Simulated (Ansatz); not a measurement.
**Field gradients at the nuclei in SiNi at a changed volume**

The cell is a measured structure from the Crystallography Open Database (COD), relaxed with PBE at fixed cell and then changed (volume scaled by 1.02, ions relaxed).

Space group Pnma (No. 62); a = 5.2074, b = 3.3602, c = 5.6420 Å.

| site | Wyckoff | site symmetry | x | y | z |
| --- | --- | --- | --- | --- | --- |
| Si | 4c | .m. | 0.3203 | 0.7500 | 0.0826 |
| Ni | 4c | .m. | 0.0076 | 0.2500 | 0.1886 |

One atom of each set is listed.

Method: Kohn–Sham DFT in Ansatz, PBE, plane waves and PAW, scalar-relativistic, collinear spin, 420 eV cutoff, Γ-centred 9×14×9 k-points, Fermi–Dirac smearing 0.05 eV. Start moments as typed (μB): 1.5 on each Ni, none on the rest.

C_Q = eQV_zz/h, which is 24.18 MHz for Q = 1 b and V_zz = 10²¹ V/m²; η = (V_xx − V_yy)/V_zz.

61Ni: I = 3/2, Q = 162.0 mb. Quadrupole moments are those of Pyykkö's year-2017 table.

```tsv
site	atoms	first shell	V_xx, V_yy, V_zz (10²¹ V/m²)	η	C_Q (MHz)
Si	4	6 Ni at 2.29–2.42 Å, 2 Si at 2.68 Å	0.15, 1.85, -2.00	0.85	–
Ni	4	6 Si at 2.29–2.42 Å, 4 Ni at 2.69–2.71 Å	0.16, 0.59, -0.75	0.57	-2.93
```

Si has no stable isotope with a ground-state quadrupole moment in the table, so no C_Q is given.

The run finds no gap above 0.1 eV (a metal, or nearly one), so the gradients can move by 10 % or more with the k-mesh. With these PAW files V_zz is typically within 2 to 3 % of all-electron values, but misses above 10 % occur on Ni. The start moments die out, and the run ends without spin.
